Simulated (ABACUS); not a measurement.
Input of an ABACUS 3.10.1 run:

Contents of INPUT:

```
INPUT_PARAMETERS
suffix              I
calculation         scf
basis_type          pw
pseudo_dir          ./
symmetry            1
dft_functional      MGGA_X_M06_L+MGGA_C_M06_L
ecutwfc             82
pseudo_rcut         10
nspin               1
nbands              19
ks_solver           dav
smearing_method     fd
smearing_sigma      0.00367493
scf_thr             1e-08
scf_nmax            100
mixing_type         broyden
mixing_beta         0.7
cal_force           1
cal_stress          1
mixing_tau          1
out_chg             1
kpar                4
```

Contents of STRU:

```
ATOMIC_SPECIES
I 126.9045 I_ONCV_PBE-1.2.upf

LATTICE_CONSTANT
1.8897261246

LATTICE_VECTORS
0.0000000000 2.3656004428 3.9098401324
2.1922454667 0.0000000000 3.9098401324
2.1922454667 2.3656004428 0.0000000000

ATOMIC_POSITIONS
Direct

I
0.0
1
0.0000000000 0.0000000000 0.0000000000 1 1 1
```

Contents of KPT:

```
K_POINTS
0
Gamma
6 6 6 0 0 0
```

Potentials or basis: SG15 ONCV 1.2 PBE, plane waves.

Launch:

```bash
$ OMP_NUM_THREADS=1 mpirun -np 4 abacus > log
```

Question: Estimate the band gap on the k mesh.

Answer: None (metal or under the smearing width).

Question: Predict the pressure.

Answer: 1.1 GPa.

Stress tensor (GPa, compression positive):
```
 2.56  0.00  0.00
 0.00  3.18  0.00
 0.00  0.00 -2.38
```

Caveat: the potentials were made for another functional, which shifts forces and pressure; an odd number of electrons without spin polarisation forces a metal; a magnetic or distorted state may lie lower. Spin-orbit coupling is left out, which matters for the levels of I.
